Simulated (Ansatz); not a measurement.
**Structures of HfC: which is lowest?**

Plane-wave DFT in Ansatz with scalar-relativistic PAW potentials, cutoff 500 eV, Γ-centred meshes chosen by cell and gap, Gaussian smearing with energies taken to zero width. Every cell was relaxed (cell and atoms) in a run of its own, within the symmetry of its start. Functional: r2SCAN.

Relaxed structures (starts from databases or built by putting these elements on another compound's sites):
A. P6_3/mmc, 4 atoms in the computed cell, a = 3.840 Å, c = 4.628 Å; sites (symmetry × multiplicity) Hf -6m2 × 2, C -6m2 × 2; start: built
B. Fm-3m, 2 atoms in the computed cell, a = 4.641 Å; sites (symmetry × multiplicity) Hf m-3m × 4, C m-3m × 4; start: database
C. P6_3/mmc, 4 atoms in the computed cell, a = 3.312 Å, c = 5.239 Å; sites (symmetry × multiplicity) Hf -6m2 × 2, C -3m. × 2; start: built

**Question.** Rank them by energy. Could pressure change the order?

**Answer.**
| structure | group | E − E(lowest) (meV/atom) | V (Å³/atom) | gap on mesh (eV) |
| --- | --- | --- | --- | --- |
| B | Fm-3m | 0.0 | 12.49 | 0.00 |
| C | P6_3/mmc | 233 | 12.44 | 0.00 |
| A | P6_3/mmc | 254 | 14.77 | 0.00 |

B is lowest, 233 meV/atom under C. The two lowest differ in volume by under 3 %, too little for a first-order estimate of what pressure does to that pair (other pairs aren't weighed here); with rigid cells even 3 % in favour of the higher one would need about 99 GPa. Other structures may lie lower than all of these, and vibrations aren't counted.

Spin-orbit coupling is left out, which matters for the bands of heavy elements.